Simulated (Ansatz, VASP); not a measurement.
**One calculation of Ti, two programs**

Contents of INCAR:

```
ALGO = Normal
EDIFF = 1E-7
ENCUT = 520
GGA = PE
ISIF = 2
ISMEAR = -1
LASPH = T
LCHARG = F
LREAL = F
LWAVE = F
NBANDS = 12
NELM = 100
PREC = Accurate
SIGMA = 0.05
```

File KPOINTS:

```
k-points
0
Gamma
  11 11 11
```

POSCAR

```
Ti
1.0
    0.0217680000      1.9986910000      2.0313150000
    2.0064570000      0.0029940000      2.0500890000
    2.0395050000      2.0505140000     -0.0300550000
Ti
1
Direct
   -0.0156700000      0.0038100000      0.0066290000
```

The input input.yaml:

```yaml
crystal:
  lattice:
    - [0.021768, 1.998691, 2.031315]
    - [2.006457, 0.002994, 2.050089]
    - [2.039505, 2.050514, -0.030055]
  atoms:
    - { symbol: Ti, position: [-0.01567, 0.00381, 0.006629] }
kpoints:
  mp_grid: { grid: [11, 11, 11] }
scf:
  occupations: { method: fermi_dirac, width: 0.05 }
hamiltonian:
  xc: pbe
  pseudopotentials: { kind: all_electron, lapw: { basis_error: 0.001 } }
output:
  forces: true
  stress: true
  eigenvalues: true
  populations: true
```

Change from the starting cell: cell strained at random at fixed volume.

Alike in both runs: task single point; functional PBE; k mesh 11 × 11 × 11; occupations fermi-dirac, width 0.05 eV; no spin polarisation.

```csv
,VASP,Ansatz
version,VASP 6.6.1,Ansatz 0.2.0
potentials or method,"VASP PAW PBE potentials, release 64 (Ti_sv)","all-electron LAPW, scalar-relativistic"
plane-wave cutoff (eV),520,see its input
```

```csv
,VASP,Ansatz,Ansatz less VASP
gap on the k mesh at the Fermi level (eV),none,none,-
pressure (GPa),4.0,4.3,+0.32
largest component of the traceless stress (GPa),1.87,1.87,-0.001
```

A gap of «none» marks a metal or a gap that the smearing closes. Ansatz ran all-electron here, so the differences hold the error of VASP's frozen core and of both bases.
